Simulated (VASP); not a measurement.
# ZnO: relaxed cell and band gap, by functional

ZnO, P6_3mc (no. 186), 4 atoms in the cell.

| Functional | Volume (Å³/atom) | Change from the starting volume (fraction) | Gap, path and mesh (eV) | Time (s) |
|---|---|---|---|---|
| LDA | 11.41 | -0.041 | 0.80 | 179 |
| LDA (PW92) | 11.39 | -0.043 | 0.81 | 163 |
| LDA (VWN5) | 11.37 | -0.044 | 0.80 | 140 |
| LDA (Hedin-Lundqvist) | 11.42 | -0.041 | 0.79 | 170 |
| LDA (Wigner) | 11.70 | -0.017 | 0.60 | 156 |
| Slater exchange only | 11.96 | 0.005 | 0.49 | 160 |
| PBE exchange only | 13.95 | 0.172 | 0.61 | 234 |
| PBE | 12.40 | 0.042 | 0.72 | 167 |
| PBEsol | 11.84 | -0.005 | 0.68 | 139 |

## Input of the first row

INCAR.step1:
```
SYSTEM = ZnO
ALGO     = Normal         ! electronic algorithm
EDIFF    = 1E-7           ! SCF threshold, eV
EDIFFG   = -0.005         ! ionic threshold
ENCUT    = 600            ! plane-wave cutoff, eV
GGA      = CA             ! functional
GGA_COMPAT= .False.      
IBRION   = 2              ! ionic algorithm
ISIF     = 3              ! what is computed and relaxed
ISMEAR   = 0              ! smearing method
KPAR     = 2            
LASPH    = .True.         ! aspherical terms in the spheres
LCHARG   = .False.        ! write CHGCAR
LREAL    = .False.        ! projectors in reciprocal space
LWAVE    = .False.        ! write WAVECAR
NELM     = 150            ! most SCF steps
NSW      = 60             ! ionic steps
PREC     = Accurate       ! precision mode
SIGMA    = 0.02           ! smearing width, eV
```

INCAR.step2, as INCAR.step1 but for:
```
- NSW = 60
+ NSW = 40
```

INCAR.step3, as INCAR.step2 but for:
```
- EDIFFG = -0.005
- IBRION = 2
- ISIF = 3
- NSW = 40
+ ISIF = 2
+ NBANDS = 26
```

KPOINTS:
```
k-points
0
Gamma
  7 7 4
```

KPOINTS_OPT:
```
path GMKGALHA,LM,KH
8
line-mode
reciprocal
 0.0000000000  0.0000000000  0.0000000000  G
 0.5000000000  0.0000000000  0.0000000000  M

 0.5000000000  0.0000000000  0.0000000000  M
 0.3333333333  0.3333333333  0.0000000000  K

 0.3333333333  0.3333333333  0.0000000000  K
 0.0000000000  0.0000000000  0.0000000000  G

 0.0000000000  0.0000000000  0.0000000000  G
 0.0000000000  0.0000000000  0.5000000000  A

 0.0000000000  0.0000000000  0.5000000000  A
 0.5000000000  0.0000000000  0.5000000000  L

 0.5000000000  0.0000000000  0.5000000000  L
 0.3333333333  0.3333333333  0.5000000000  H

 0.3333333333  0.3333333333  0.5000000000  H
 0.0000000000  0.0000000000  0.5000000000  A

 0.5000000000  0.0000000000  0.5000000000  L
 0.5000000000  0.0000000000  0.0000000000  M

 0.3333333333  0.3333333333  0.0000000000  K
 0.3333333333  0.3333333333  0.5000000000  H
```

POSCAR.step1:
```
ZnO
1.0
    3.2493080000      0.0000000000      0.0000000000
   -1.6246540000      2.8139832727      0.0000000000
    0.0000000000      0.0000000000      5.2057090000
Zn O
2 2
Direct
    0.6666666667      0.3333333333      0.0000000000
    0.3333333333      0.6666666667      0.5000000000
    0.3333333333      0.6666666667      0.8790100000
    0.6666666667      0.3333333333      0.3790100000
```

Commands (each step's output is kept before the next begins):
```
cat potpaw_LDA.64/Zn/POTCAR potpaw_LDA.64/O/POTCAR > POTCAR
cp INCAR.step1 INCAR
cp POSCAR.step1 POSCAR
mpirun -np 2 vasp_std > vasp.out
cp CONTCAR POSCAR
rm WAVECAR CHG
cp INCAR.step2 INCAR
mpirun -np 2 vasp_std > vasp.out
cp CONTCAR POSCAR
rm WAVECAR CHG
cp INCAR.step3 INCAR
mpirun -np 2 vasp_std > vasp.out
```

Changes of the last row against the first:
```
(all steps)
- GGA = CA
+ GGA = PS
- cat potpaw_LDA.64/Zn/POTCAR potpaw_LDA.64/O/POTCAR > POTCAR
+ cat potpaw_PBE.64/Zn/POTCAR potpaw_PBE.64/O/POTCAR > POTCAR
```

VASP 6.6.1 took 179 s on 2 cores (Intel Xeon Platinum 8259CL @ 2.50GHz (Skylake/Cascade Lake)), a shared host.
